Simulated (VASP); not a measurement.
# Te (P3_121) in VASP: notebook

The runs below take Te through dielectric tensor, with PBEsol.

Everything below comes from runs of VASP 6.6.1. Logs are shortened: lines on timing, memory, paths and dates and some standing lists are left out, and cuts for length are marked.

## (1) The crystal as given

Symmetry: P3_121, No. 152, trigonal system. The conventional cell has a = 4.454 Å, b = 4.454 Å, c = 5.924 Å, α = 90.00°, β = 90.00°, γ = 120.00°. Te (site symmetry 2) has 2 Te at 2.86 Å as nearest neighbours.

## (2) Dielectric tensor, PBEsol

Input file INCAR:

```
ALGO = Normal ; EDIFF = 1E-8
ENCUT = 350 ; GGA = PS
ISIF = 2 ; ISMEAR = 0
LASPH = True ; LCHARG = False
LEPSILON = True ; LREAL = False
LWAVE = False ; NELM = 100
PREC = Accurate ; SIGMA = 0.01
```

Input file KPOINTS:

```
k-points
0
Gamma
  6 6 4
```

Input file POSCAR:

```
Te
1.0
    4.4540000000      0.0000000000      0.0000000000
   -2.2270000000      3.8572771485      0.0000000000
    0.0000000000      0.0000000000      5.9240000000
Te
3
Direct
    0.7310000000      0.7310000000      0.0000000000
    0.0000000000      0.2690000000      0.6666666667
    0.2690000000      0.0000000000      0.3333333333
```

Potentials or basis: VASP PAW PBE potentials, release 64 (Te).

Run with:

```bash
> cat potpaw_PBE.64/Te/POTCAR > POTCAR
> mpirun -np 1 vasp_std > vasp.out
```

OUTCAR:

```text
EDIFF = 1E-8
   ENCUT = 350
   GGA = PS
   ISIF = 2
   ISMEAR = 0
   LASPH = True
   LEPSILON = True
   LREAL = False
   NELM = 100
   PREC = Accurate

 Found     24 irreducible k-points:

 Following reciprocal coordinates:
            Coordinates               Weight
  0.000000  0.000000  0.000000      1.000000
  0.166667  0.000000  0.000000      6.000000
  0.333333  0.000000  0.000000      6.000000
  0.500000  0.000000  0.000000      3.000000
  0.166667  0.166667  0.000000      6.000000
  0.333333  0.166667  0.000000     12.000000
   k-points           NKPTS =     24   k-points in BZ     NKDIM =     24   number of bands    NBANDS=     13
   number of dos      NEDOS =    301   number of ions     NIONS =      3
   total plane-waves  NPLWV =  28224
   dimension x,y,z NGX =    28 NGY =   28 NGZ =   36
   dimension x,y,z NGXF=    56 NGYF=   56 NGZF=   72
   ions per type =               3
   NGX,Y,Z   is equivalent  to a cutoff of  10.45, 10.45, 10.10 a.u.
   NGXF,Y,Z  is equivalent  to a cutoff of  20.90, 20.90, 20.21 a.u.
 SYSTEM =  unknown system
   PREC   = accura    normal or accurate (medium, high low for compatibility)
   ISTART =      0    job   : 0-new  1-cont  2-samecut
   ICHARG =      2    charge: 1-file 2-atom 10-const
   ISPIN  =      1    spin polarized calculation?
   LNONCOLLINEAR =      F non collinear calculations
   LSORBIT =      F    spin-orbit coupling
   LASPH  =      T    aspherical Exc in radial PAW
   ENCUT  =  350.0 eV  25.72 Ry    5.07 a.u.   6.79  6.79  9.04*2*pi/ulx,y,z
   NELM   =    100;   NELMIN=  2; NELMDL= -5     # of ELM steps
   EDIFF  = 0.1E-07   stopping-criterion for ELM
   LREAL  =      F    real-space projection
   EDIFFG = 0.1E-06   stopping-criterion for IOM
   NSW    =      0    number of steps for IOM
   IBRION =     -1    ionic relax: 0-MD 1-quasi-New 2-CG
   NFREE  =      0    steps in history (QN), initial steepest desc. (CG)
   ISIF   =      2    stress and relaxation
   ISYM   =      2    0-nonsym 1-usesym 2-fastsym
   POTIM  = 0.5000    time-step for ionic-motion
   TEBEG  =    0.0;   TEEND  =   0.0 temperature during run
   PSTRESS=    0.0 pullay stress
   NELECT =      18.0000    total number of electrons
   NUPDOWN=      -1.0000    fix difference up-down
   EMIN   =  10.00;   EMAX   =-10.00  energy-range for DOS
   EFERMI =   0.00;   METHOD = LEGACY
   ISMEAR =     0;   SIGMA  =   0.01  broadening in eV -4-tet -1-fermi 0-gaus
   EFERMI_NEDOS =   21; number of points for ismear=-14 and -15
   IALGO  =     38    algorithm
[... 150 lines left out ...]
     -0.59906      1.03761      3.94933        -0.058773      0.101797      0.000000
      1.19813      0.00000      1.97467         0.117546     -0.000000     -0.000000
 -----------------------------------------------------------------------------------
    total drift:                                0.000000     -0.000000      0.000000

  FREE ENERGIE OF THE ION-ELECTRON SYSTEM (eV)
  ---------------------------------------------------
  free  energy   TOTEN  =       -10.5408803326 eV

  energy  without entropy=      -10.5408803326  energy(sigma->0) =      -10.54088033

 HEAD OF MICROSCOPIC STATIC DIELECTRIC TENSOR (INDEPENDENT PARTICLE, excluding Hartree and local field effects)
 ------------------------------------------------------
         950.673972     0.000000     0.000000
           0.000000   950.673972     0.000000
           0.000000     0.000000    65.348206
 ------------------------------------------------------

 Free energy of the ion-electron system (eV)
  ---------------------------------------------------
  ---------------------------------------------------
  free energy    TOTEN  =      -263.05578783 eV

  energy without entropy =     -263.05578783

------------------------ aborting loop because EDIFF is reached ----------------------------------------

--------------------------------------- Ionic step        2  -------------------------------------------

------------------------ aborting loop because EDIFF is reached ----------------------------------------

--------------------------------------- Ionic step        3  -------------------------------------------

 Free energy of the ion-electron system (eV)
  ---------------------------------------------------
  ---------------------------------------------------
  free energy    TOTEN  =       -18.19417645 eV

  energy without entropy =      -18.19417645

------------------------ aborting loop because EDIFF is reached ----------------------------------------

 PIEZOELECTRIC TENSOR FIELD DIRECTION 3  (e Angst)
 -----------------------------------------------------------------------------
     0.00402  0.00001  0.00000           ( -0.00001  0.00000 -0.00000)
    -0.00001  0.00402  0.00000           (  0.00000 -0.00001  0.00000)
    -0.00000  0.00000  0.02182           ( -0.00000  0.00000 -0.00001)

 PIEZOELECTRIC TENSOR FIELD DIRECTION 3  (C/m^2)
 -----------------------------------------------------------------------------
     0.00063  0.00000  0.00000
    -0.00000  0.00063  0.00000
    -0.00000  0.00000  0.00344

 MACROSCOPIC STATIC DIELECTRIC TENSOR (including local field effects in DFT)
 ------------------------------------------------------
         915.232310     0.000000    -0.000000
           0.000000   915.232310     0.000000
           0.000000    -0.000000    62.939034
 ------------------------------------------------------

 PIEZOELECTRIC TENSOR (including local field effects)  for field in x, y, z        (e  Angst)
          XX          YY          ZZ          XY          YZ          ZX
  --------------------------------------------------------------------------------
  x   -15.38134    15.38134     0.00000     0.00000    14.29739     0.00000
  y     0.00000     0.00000     0.00000    15.38134     0.00000   -14.29872
  z    -0.00000     0.00000     0.00000    -0.00001     0.00000     0.00000

 PIEZOELECTRIC TENSOR (including local field effects)  for field in x, y, z        (C/m^2)
          XX          YY          ZZ          XY          YZ          ZX
  --------------------------------------------------------------------------------
  x    -2.42136     2.42136     0.00000     0.00000     2.25072     0.00000
  y     0.00000     0.00000     0.00000     2.42136     0.00000    -2.25093
  z    -0.00000     0.00000     0.00000    -0.00000     0.00000     0.00000

 BORN EFFECTIVE CHARGES (including local field effects) (in |e|, cummulative output)
 ---------------------------------------------------------------------------------
 ion    1
    1    -1.38229     2.39419     3.77977
    2     2.39419     1.38229    -2.18225
    3     2.57728    -1.48800     0.00000
 ion    2
    1    -1.38229    -2.39419    -3.77977
    2    -2.39419     1.38229    -2.18225
    3    -2.57728    -1.48800     0.00000
 ion    3
    1     2.76458     0.00000     0.00000
    2     0.00000    -2.76458     4.36450
    3     0.00000     2.97599     0.00000
```

OSZICAR:

```text
N       E                     dE             d eps       ncg     rms          rms(c)
[... 13 lines left out ...]
RMM:   8    -0.181938655157E+02   -0.20253E-02   -0.61275E-06  1270   0.186E-02    0.111E-02
RMM:   9    -0.181941580144E+02   -0.29250E-03    0.19058E-04  1330   0.484E-03    0.263E-03
RMM:  10    -0.181941491214E+02    0.88930E-05   -0.15454E-05  1323   0.116E-03    0.190E-03
RMM:  11    -0.181941660595E+02   -0.16938E-04    0.11002E-05  1299   0.535E-04    0.365E-04
RMM:  12    -0.181941754952E+02   -0.94357E-05    0.11705E-06  1196   0.181E-04    0.227E-04
RMM:  13    -0.181941766067E+02   -0.11115E-05   -0.12627E-06   602   0.683E-05    0.162E-05
RMM:  14    -0.181941761795E+02    0.42717E-06    0.24593E-07   195   0.513E-05    0.117E-05
RMM:  15    -0.181941764528E+02   -0.27331E-06   -0.32744E-08   120   0.512E-05    0.159E-06
```

stdout:

```text
POSCAR found type information on POSCAR Te
 POSCAR found :  1 types and       3 ions
 scaLAPACK will be used
 -----------------------------------------------------------------------------
|                                                                             |
|                                                                             |
|     You enforced a specific xc type in the INCAR file but a different       |
[... 48 lines left out ...]
  Direction:   1
 dielectric tensor                  component  1 :   915.232    -2.290     5.001
 Linear response to external field, progress :
  Direction:   2
 dielectric tensor                  component  2 :     0.001   915.233    -0.006
 Linear response to external field, progress :
  Direction:   3
 dielectric tensor                  component  3 :    14.527    -2.577    62.939
 Born effective charges drift removed
```

It took 2.9 min on 1 thread of AMD EPYC 9R45 (Zen 5), shared host; peak memory 0.22 GiB.

The run converged, but some of its settings lie outside the range that counts as converged, so its numbers aren't taken as properties of the crystal.

Results:

```
Band gap on the k mesh                  : 0.13 eV, direct
Electronic dielectric tensor (diagonal) : 915.23, 915.23, 62.94
Born charges (mean of the diagonal)     : Te +0.00 e
```

Caveat: the gap is small at this level, which inflates the dielectric constant; the PAW data sets were made with another functional, which shifts forces and pressure a little; spin-orbit coupling is left out, which moves the levels of the heavy elements.

## (3) Dielectric tensor, PBEsol

INCAR: that of step 2 with these lines changed.

```diff
@@ -1,3 +1,3 @@
 ALGO = Normal ; EDIFF = 1E-8
-ENCUT = 350 ; GGA = PS
+ENCUT = 600 ; GGA = PS
 ISIF = 2 ; ISMEAR = 0
```

Input file KPOINTS:

```
k-points
0
Gamma
  5 5 3
```

POSCAR is that of step 2.

Potentials or basis: VASP PAW PBE potentials, release 64 (Te).

Run with:

```bash
> cat potpaw_PBE.64/Te/POTCAR > POTCAR
> mpirun -np 1 vasp_std > vasp.out
```

OUTCAR:

```text
EDIFF = 1E-8
   ENCUT = 600
   GGA = PS
   ISIF = 2
   ISMEAR = 0
   LASPH = True
   LEPSILON = True
   LREAL = False
   NELM = 100
   PREC = Accurate

 Found     12 irreducible k-points:

 Following reciprocal coordinates:
            Coordinates               Weight
  0.000000  0.000000  0.000000      1.000000
  0.200000  0.000000  0.000000      6.000000
  0.400000  0.000000  0.000000      6.000000
  0.200000  0.200000  0.000000      6.000000
  0.400000  0.200000  0.000000      6.000000
  0.000000  0.000000  0.333333      2.000000
   k-points           NKPTS =     12   k-points in BZ     NKDIM =     12   number of bands    NBANDS=     13
   number of dos      NEDOS =    301   number of ions     NIONS =      3
[... 239 lines left out ...]

 MACROSCOPIC STATIC DIELECTRIC TENSOR (including local field effects in DFT)
 ------------------------------------------------------
          31.618975     0.000000     0.000000
           0.000000    31.618975     0.000000
           0.000000    -0.000000    54.875888
 ------------------------------------------------------

 PIEZOELECTRIC TENSOR (including local field effects)  for field in x, y, z        (e  Angst)
          XX          YY          ZZ          XY          YZ          ZX
  --------------------------------------------------------------------------------
  x    -2.89462     2.89462     0.00000     0.00000     0.38169     0.00000
  y     0.00000     0.00000     0.00000     2.89462    -0.00000    -0.38168
  z     0.00000     0.00000     0.00000    -0.00000     0.00000     0.00000

 PIEZOELECTRIC TENSOR (including local field effects)  for field in x, y, z        (C/m^2)
          XX          YY          ZZ          XY          YZ          ZX
  --------------------------------------------------------------------------------
  x    -0.45568     0.45568     0.00000     0.00000     0.06009     0.00000
  y     0.00000     0.00000     0.00000     0.45568    -0.00000    -0.06008
  z     0.00000     0.00000     0.00000    -0.00000     0.00000     0.00000

 BORN EFFECTIVE CHARGES (including local field effects) (in |e|, cummulative output)
 ---------------------------------------------------------------------------------
 ion    1
    1    -1.27394     2.20653     2.15286
    2     2.20653     1.27394    -1.24296
    3     2.42936    -1.40259     0.00000
 ion    2
    1    -1.27394    -2.20653    -2.15286
    2    -2.20653     1.27394    -1.24296
    3    -2.42936    -1.40259     0.00000
 ion    3
    1     2.54788     0.00000     0.00000
    2     0.00000    -2.54788     2.48591
    3    -0.00000     2.80518     0.00000
```

OSZICAR:

```text
[... 13 lines left out ...]
RMM:   7    -0.158804403373E+02   -0.48718E-02   -0.67154E-05   591   0.457E-02    0.293E-02
RMM:   8    -0.158822590149E+02   -0.18187E-02    0.46677E-05   600   0.183E-02    0.112E-02
RMM:   9    -0.158825310880E+02   -0.27207E-03    0.23461E-04   622   0.484E-03    0.287E-03
RMM:  10    -0.158825277984E+02    0.32896E-05    0.11438E-05   608   0.114E-03    0.197E-03
RMM:  11    -0.158825466314E+02   -0.18833E-04    0.62010E-06   610   0.555E-04    0.120E-04
RMM:  12    -0.158825547820E+02   -0.81507E-05   -0.38140E-06   574   0.202E-04    0.239E-04
RMM:  13    -0.158825556687E+02   -0.88670E-06   -0.12323E-06   302   0.741E-05    0.244E-05
RMM:  14    -0.158825552854E+02    0.38330E-06   -0.74798E-08    81   0.523E-05    0.329E-05
RMM:  15    -0.158825556729E+02   -0.38750E-06   -0.35920E-08    63   0.527E-05    0.610E-07
```

It took 3.1 min on 1 thread of AMD EPYC 9R45 (Zen 5), shared host; peak memory 0.3 GiB.

These settings aren't checked as converged: the numbers below hold their error.

What came out:

* Band gap on the k mesh: 0.88 eV, indirect (least direct gap 1.20 eV)
* Electronic dielectric tensor (diagonal): 31.62, 31.62, 54.88
* Born charges (mean of the diagonal): Te +0.00 e

Caveat: the PAW data sets were made with another functional, which shifts forces and pressure a little; spin-orbit coupling is left out, which moves the levels of the heavy elements; an odd mesh through Γ misses points on the zone boundary, where band edges often lie.

## (4) The reference run

An earlier run on the cell as given: functional PBEsol; potentials or basis VASP PAW PBE potentials, release 64 (Te); cutoff 520 eV; k mesh 7 × 7 × 5; occupations fermi-dirac, width 0.05 eV; no spin polarisation.

- Pressure: -0.9 GPa
- Largest force: 0.126 eV/Å
- Band gap on the k mesh: 0.59 eV, indirect (least direct gap 0.76 eV)
